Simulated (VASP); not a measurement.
# C (Fd-3m) in VASP: band structure with r2SCAN

Aim: the band structure of C with r2SCAN.

Program: VASP 6.6.1. These are calculated values, not measurements. Logs are shortened: lines on timing, memory, paths and dates and some standing lists are left out, and cuts for length are marked.

### 1 The crystal as given

Symmetry: Fd-3m, No. 227, cubic system. Conventional cell: a = 3.561 Å, b = 3.561 Å, c = 3.561 Å, α = 90.00°, β = 90.00°, γ = 90.00°. Around C (site symmetry -43m) lie 4 C at 1.54 Å.

The cell was built by a generator and needn't be a form met in nature.

### 2 Band structure, r2SCAN

INCAR

```
SYSTEM = C
PREC = Accurate
ENCUT = 520
EDIFF = 1E-6
ISMEAR = 0
SIGMA = 0.02
LREAL = .False.
LASPH = .True.
NELM = 80
ALGO = Normal
ISIF = 2
LWAVE = .False.
LCHARG = .False.
METAGGA = R2SCAN
LMIXTAU = .True.
```

KPOINTS

```
Automatic mesh
0
Gamma
  14 14 14
  0 0 0
```

POSCAR

```
C                                       
1.0
   -0.0000000000      1.7805936015      1.7805936015
    1.7805936015     -0.0000000000      1.7805936015
    1.7805936015      1.7805936015      0.0000000000
  C             
     2
Direct
     0.0000000000000000    0.0000000000000000    0.0000000000000000
     0.2500000000000000    0.2500000000000000    0.2500000000000000
```

KPOINTS_OPT

```
path GXWKGLUWLK,UX
15
line-mode
reciprocal
 0.0000000000  0.0000000000  0.0000000000  G
 0.5000000000  0.0000000000  0.5000000000  X

 0.5000000000  0.0000000000  0.5000000000  X
 0.5000000000  0.2500000000  0.7500000000  W

 0.5000000000  0.2500000000  0.7500000000  W
 0.3750000000  0.3750000000  0.7500000000  K

 0.3750000000  0.3750000000  0.7500000000  K
 0.0000000000  0.0000000000  0.0000000000  G

 0.0000000000  0.0000000000  0.0000000000  G
 0.5000000000  0.5000000000  0.5000000000  L

 0.5000000000  0.5000000000  0.5000000000  L
 0.6250000000  0.2500000000  0.6250000000  U

 0.6250000000  0.2500000000  0.6250000000  U
 0.5000000000  0.2500000000  0.7500000000  W

 0.5000000000  0.2500000000  0.7500000000  W
 0.5000000000  0.5000000000  0.5000000000  L

 0.5000000000  0.5000000000  0.5000000000  L
 0.3750000000  0.3750000000  0.7500000000  K

 0.6250000000  0.2500000000  0.6250000000  U
 0.5000000000  0.0000000000  0.5000000000  X
```

Potentials or basis: VASP PAW PBE potentials, release 64 (C).

The run is started by

```
$ cat potpaw_PBE.64/C/POTCAR > POTCAR
$ mpirun -np 1 vasp_std > vasp.out
```

OUTCAR:

```text
SYSTEM = C
   PREC = Accurate
   ENCUT = 520
   EDIFF = 1E-6
   ISMEAR = 0
   LREAL = .False.
   LASPH = .True.
   NELM = 80
   ISIF = 2
   METAGGA = R2SCAN

 ion  position               nearest neighbor table
   1  0.000  0.000  0.000-   2 1.54   2 1.54   2 1.54   2 1.54
   2  0.250  0.250  0.250-   1 1.54   1 1.54   1 1.54   1 1.54

  LATTYP: Found a face centered cubic cell.
 ALAT       =     3.5611872030

  Lattice vectors:

 A1 = (   0.0000000000,   1.7805936015,   1.7805936015)
 A2 = (   1.7805936015,   0.0000000000,   1.7805936015)
 A3 = (   1.7805936015,   1.7805936015,   0.0000000000)

Analysis of symmetry for initial positions (statically):
=====================================================================
 Subroutine PRICEL returns:
 Original cell was already a primitive cell.

 Routine SETGRP: Setting up the symmetry group for a
 face centered cubic supercell.

 Subroutine GETGRP returns: Found 48 space group operations
 (whereof 24 operations were pure point group operations)
 out of a pool of 48 trial point group operations.

The static configuration has the point symmetry T_d .
 The point group associated with its full space group is O_h .

Analysis of symmetry for dynamics (positions and initial velocities):
=====================================================================
 Subroutine PRICEL returns:
 Original cell was already a primitive cell.

 Routine SETGRP: Setting up the symmetry group for a
 face centered cubic supercell.

 Subroutine GETGRP returns: Found 48 space group operations
 (whereof 24 operations were pure point group operations)
 out of a pool of 48 trial point group operations.

The dynamic configuration has the point symmetry T_d .
 The point group associated with its full space group is O_h .

 Subroutine INISYM returns: Found 48 space group operations
 (whereof 24 operations are pure point group operations),
 and found     1 'primitive' translations

----------------------------------------------------------------------------------------

                                     Primitive cell

  volume of cell :      11.2908

  direct lattice vectors                    reciprocal lattice vectors
     0.000000000  1.780593601  1.780593601    -0.280805232  0.280805232  0.280805232
     1.780593601  0.000000000  1.780593601     0.280805232 -0.280805232  0.280805232
     1.780593601  1.780593601  0.000000000     0.280805232  0.280805232 -0.280805232

  length of vectors
     2.518139620  2.518139620  2.518139620     0.486368929  0.486368929  0.486368929

  position of ions in fractional coordinates (direct lattice)
     0.000000000  0.000000000  0.000000000
     0.250000000  0.250000000  0.250000000

  ion indices of the primitive-cell ions
   primitive index   ion index
                 1           1
                 2           2

----------------------------------------------------------------------------------------

 KPOINTS: Automatic mesh

Automatic generation of k-mesh.
 Grid dimensions read from file:
 generate k-points for:   14   14   14

 Generating k-lattice:

  Cartesian coordinates                     Fractional coordinates (reciprocal lattice)
    -0.020057517  0.020057517  0.020057517     0.071428571  0.000000000  0.000000000
     0.020057517 -0.020057517  0.020057517     0.000000000  0.071428571  0.000000000
     0.020057517  0.020057517 -0.020057517     0.000000000  0.000000000  0.071428571

  Length of vectors
     0.034740638  0.034740638  0.034740638

  Shift w.r.t. Gamma in fractional coordinates (k-lattice)
     0.000000000  0.000000000  0.000000000

 Subroutine IBZKPT returns following result:
 ===========================================

 Found    104 irreducible k-points:

 Following reciprocal coordinates:
            Coordinates               Weight
  0.000000  0.000000  0.000000      1.000000
  0.071429  0.000000  0.000000      8.000000
  0.142857  0.000000  0.000000      8.000000
  0.214286  0.000000  0.000000      8.000000
  0.285714  0.000000  0.000000      8.000000
  0.357143  0.000000  0.000000      8.000000
[... 16 lines left out ...]
  0.214286  0.142857  0.000000     24.000000
  0.285714  0.142857  0.000000     24.000000
 [... further k-points ...]
   k-points           NKPTS =    104   k-points in BZ     NKDIM =    104   number of bands    NBANDS=      8
   number of dos      NEDOS =    301   number of ions     NIONS =      2
   total plane-waves  NPLWV =   8000
   dimension x,y,z NGX =    20 NGY =   20 NGZ =   20
   dimension x,y,z NGXF=    40 NGYF=   40 NGZF=   40
   ions per type =               2
   NGX,Y,Z   is equivalent  to a cutoff of  13.20, 13.20, 13.20 a.u.
   NGXF,Y,Z  is equivalent  to a cutoff of  26.41, 26.41, 26.41 a.u.
 SYSTEM =  C
   PREC   = accura    normal or accurate (medium, high low for compatibility)
   ISTART =      0    job   : 0-new  1-cont  2-samecut
   ICHARG =      2    charge: 1-file 2-atom 10-const
   ISPIN  =      1    spin polarized calculation?
   LNONCOLLINEAR =      F non collinear calculations
   LSORBIT =      F    spin-orbit coupling
   LASPH  =      T    aspherical Exc in radial PAW
   ENCUT  =  520.0 eV  38.22 Ry    6.18 a.u.   4.68  4.68  4.68*2*pi/ulx,y,z
   NELM   =     80;   NELMIN=  2; NELMDL= -5     # of ELM steps
   EDIFF  = 0.1E-05   stopping-criterion for ELM
   LREAL  =      F    real-space projection
   EDIFFG = 0.1E-04   stopping-criterion for IOM
   NSW    =      0    number of steps for IOM
   IBRION =     -1    ionic relax: 0-MD 1-quasi-New 2-CG
   NFREE  =      0    steps in history (QN), initial steepest desc. (CG)
   ISIF   =      2    stress and relaxation
   ISYM   =      2    0-nonsym 1-usesym 2-fastsym
   POTIM  = 0.5000    time-step for ionic-motion
   TEBEG  =    0.0;   TEEND  =   0.0 temperature during run
   PSTRESS=    0.0 pullay stress
   NELECT =       8.0000    total number of electrons
   NUPDOWN=      -1.0000    fix difference up-down
   EMIN   =  10.00;   EMAX   =-10.00  energy-range for DOS
   EFERMI =   0.00;   METHOD = LEGACY
   ISMEAR =     0;   SIGMA  =   0.02  broadening in eV -4-tet -1-fermi 0-gaus
   EFERMI_NEDOS =   21; number of points for ismear=-14 and -15
   IALGO  =     38    algorithm
   IMIX   =      4    mixing-type and parameters
     AMIX     =   0.40;   BMIX     =  1.00
     AMIX_MAG =   1.60;   BMIX_MAG =  1.00
  volume/ion in A,a.u.               =       5.65        38.10
  Fermi-wavevector in a.u.,A,eV,Ry     =   1.459475  2.758008 28.981328  2.130068
  Thomas-Fermi vector in A             =   2.576038
   LORBIT       =      0    0 simple, 1 ext, 2 COOP (PROOUT), +10 PAW based schemes
   METAGGA = R2SCAN    functional components
   LHFCALC =     F    Hartree Fock is set to
   AEXX    =    0.0000 exact exchange contribution
   IVDW    =     0    specifies the selected vdW correction
   LEPSILON=     F    determine dielectric tensor
   LRPA    =     F    only Hartree local field effects (RPA)
 non-spin polarized calculation
 Gauss-broadening in eV      SIGMA  =   0.02
  energy-cutoff  :      520.00
  volume of cell :       11.29
 maximum number of plane-waves:       316
   NGX =  9   NGY =  9   NGZ =  9

 number of electron       7.9999999 magnetization

 Free energy of the ion-electron system (eV)
  ---------------------------------------------------
  ext. energy  EPLUGINS =         0.00000000
  ---------------------------------------------------
  free energy    TOTEN  =       -19.65728951 eV

  energy without entropy =      -19.65728951  energy(sigma->0) =      -19.65728951

 E-fermi :   9.9224     XC(G=0): -14.2837

 val. band max:        9.7811898693   @ k =   0.0000   0.0000   0.0000
 cond. band min:      14.1120357945   @ k =   0.3571   0.3571   0.0000
 fundamental gap:      4.3308459252
 Fermi energy:         9.9223946030

 k-point     1 :       0.0000    0.0000    0.0000
  band No.  band energies     occupation
      1     -12.9793      2.00000
      2       9.7812      2.00000
      3       9.7812      2.00000
      4       9.7812      2.00000
      5      15.6294      0.00000
      6      15.6294      0.00000
      7      15.6294      0.00000
      8      23.7114      0.00000

 k-point     2 :       0.0714    0.0000    0.0000
  band No.  band energies     occupation
      1     -12.8311      2.00000
      2       8.7740      2.00000
      3       9.5198      2.00000
      4       9.5198      2.00000
      5      15.9716      0.00000
      6      15.9716      0.00000
      7      16.2329      0.00000
      8      23.8590      0.00000

 k-point     3 :       0.1429    0.0000    0.0000
  band No.  band energies     occupation
      1     -12.3880      2.00000
      2       6.5882      2.00000
      3       8.9135      2.00000
      4       8.9135      2.00000
      5      16.7717      0.00000
      6      16.7717      0.00000
      7      17.2540      0.00000
      8      24.2910      0.00000

 k-point     4 :       0.2143    0.0000    0.0000
  band No.  band energies     occupation
      1     -11.6550      2.00000
      2       4.0474      2.00000
      3       8.2313      2.00000
      4       8.2313      2.00000
      5      17.6292      0.00000
      6      17.6292      0.00000
      7      18.0362      0.00000
      8      24.9359      0.00000

 k-point     5 :       0.2857    0.0000    0.0000
  band No.  band energies     occupation
      1     -10.6424      2.00000
      2       1.4745      2.00000
      3       7.6268      2.00000
      4       7.6268      2.00000
      5      18.2550      0.00000
      6      18.2550      0.00000
      7      18.5181      0.00000
      8      25.6288      0.00000

 k-point     6 :       0.3571    0.0000    0.0000
  band No.  band energies     occupation
      1      -9.3764      2.00000
      2      -0.9699      2.00000
      3       7.1689      2.00000
      4       7.1689      2.00000
      5      18.5667      0.00000
      6      18.5667      0.00000
      7      18.7912      0.00000
      8      26.1677      0.00000

 k-point     7 :       0.4286    0.0000    0.0000
  band No.  band energies     occupation
      1      -7.9502      2.00000
      2      -3.1246      2.00000
      3       6.8866      2.00000
      4       6.8866      2.00000
      5      18.6630      0.00000
      6      18.6630      0.00000
      7      18.9310      0.00000
      8      26.4494      0.00000
[... 133 lines left out ...]
 k-point    20 :      -0.1429    0.0714    0.0000
  band No.  band energies     occupation
      1     -12.0449      2.00000
      2       5.7549      2.00000
      3       7.4655      2.00000
      4       9.0685      2.00000
      5      16.6760      0.00000
      6      17.7353      0.00000
      7      17.9872      0.00000
      8      24.3726      0.00000

 k-point    21 :      -0.0714    0.0714    0.0000
  band No.  band energies     occupation
      1     -12.5847      2.00000
      2       7.8783      2.00000
      3       8.3371      2.00000
      4       9.5267      2.00000
      5      16.0356      0.00000
      6      16.7449      0.00000
      7      17.0750      0.00000
      8      24.0418      0.00000

 k-point    22 :       0.1429    0.1429    0.0000
  band No.  band energies     occupation
      1     -12.1912      2.00000
      2       7.5486      2.00000
      3       7.5486      2.00000
      4       7.9347      2.00000
      5      15.0906      0.00000
      6      18.5651      0.00000
      7      18.5651      0.00000
      8      23.5550      0.00000

 k-point    23 :       0.2143    0.1429    0.0000
  band No.  band energies     occupation
      1     -11.6531      2.00000
      2       5.6974      2.00000
      3       6.8201      2.00000
      4       7.5885      2.00000
      5      15.2728      0.00000
      6      19.5906      0.00000
      7      19.6366      0.00000
      8      23.0615      0.00000

 k-point    24 :       0.2857    0.1429    0.0000
  band No.  band energies     occupation
      1     -10.8296      2.00000
      2       3.3505      2.00000
      3       6.2447      2.00000
      4       6.9901      2.00000
      5      15.9898      0.00000
      6      20.2976      0.00000
      7      20.4410      0.00000
      8      22.8354      0.00000

 [... further k-points ...]
[... 5 lines left out ...]
  --------------------------------------------------------------------------------------
  -------------------------------------------------------------------------------------
  Total        0.0536108      0.0536108      0.0536108      0.0000000      0.0000000      0.0000000
  in kB        7.6074377      7.6074377      7.6074377      0.0000000      0.0000000      0.0000000
  external PRESSURE =       7.6074377 kB  Pullay stress =       0.0000000 kB

 VOLUME and BASIS-vectors are now :
 -----------------------------------------------------------------------------
  energy-cutoff  :      520.00
  volume of cell :       11.29
      direct lattice vectors                 reciprocal lattice vectors
     0.000000000  1.780593601  1.780593601    -0.280805232  0.280805232  0.280805232
     1.780593601  0.000000000  1.780593601     0.280805232 -0.280805232  0.280805232
     1.780593601  1.780593601  0.000000000     0.280805232  0.280805232 -0.280805232

 POSITION                                       TOTAL-FORCE (eV/Angst)
 -----------------------------------------------------------------------------------
      0.00000      0.00000      0.00000         0.000000      0.000000      0.000000
      0.89030      0.89030      0.89030         0.000000     -0.000000     -0.000000
 -----------------------------------------------------------------------------------
    total drift:                                0.000000      0.000000      0.000000

  FREE ENERGIE OF THE ION-ELECTRON SYSTEM (eV)
  ---------------------------------------------------
  free  energy   TOTEN  =       -19.6572895106 eV

  energy  without entropy=      -19.6572895106  energy(sigma->0) =      -19.65728951
```

It took 28 s on 1 thread of Intel Xeon 6975P-C (Granite Rapids), shared host; peak memory 0.12 GiB.

What came out:

```yaml
Free_energy: -19.6573 eV
Pressure: 0.8 GPa
Band_gap_on_the_k_mesh: 4.33 eV, indirect (least direct gap 5.85 eV)
Band_gap_along_the_path: 4.33 eV, indirect (least direct gap 5.85 eV)
```

Levels at the corners of the path, in eV from the valence-band top:
```csv
point,band 2,band 3,band 4,band 5,band 6,band 7
Γ,0.00,0.00,0.00,5.85,5.85,5.85
X,-13.62,-6.69,-6.69,5.01,5.01,17.95
X,-13.62,-6.69,-6.69,5.01,5.01,17.95
W,-12.84,-8.76,-8.76,11.28,11.28,12.97
W,-12.84,-8.76,-8.76,11.28,11.28,12.97
K,-12.53,-9.79,-5.70,5.98,11.35,15.27
K,-12.53,-9.79,-5.70,5.98,11.35,15.27
Γ,0.00,0.00,0.00,5.85,5.85,5.85
Γ,0.00,0.00,0.00,5.85,5.85,5.85
L,-14.10,-2.99,-2.99,8.90,8.90,9.19
L,-14.10,-2.99,-2.99,8.90,8.90,9.19
U,-12.53,-9.79,-5.70,5.98,11.35,15.27
U,-12.53,-9.79,-5.70,5.98,11.35,15.27
W,-12.84,-8.76,-8.76,11.28,11.28,12.97
W,-12.84,-8.76,-8.76,11.28,11.28,12.97
L,-14.10,-2.99,-2.99,8.90,8.90,9.19
L,-14.10,-2.99,-2.99,8.90,8.90,9.19
K,-12.53,-9.79,-5.70,5.98,11.35,15.27
U,-12.53,-9.79,-5.70,5.98,11.35,15.27
X,-13.62,-6.69,-6.69,5.01,5.01,17.95
```

Caveat: the PAW data sets were made with another functional, which shifts forces and pressure a little.
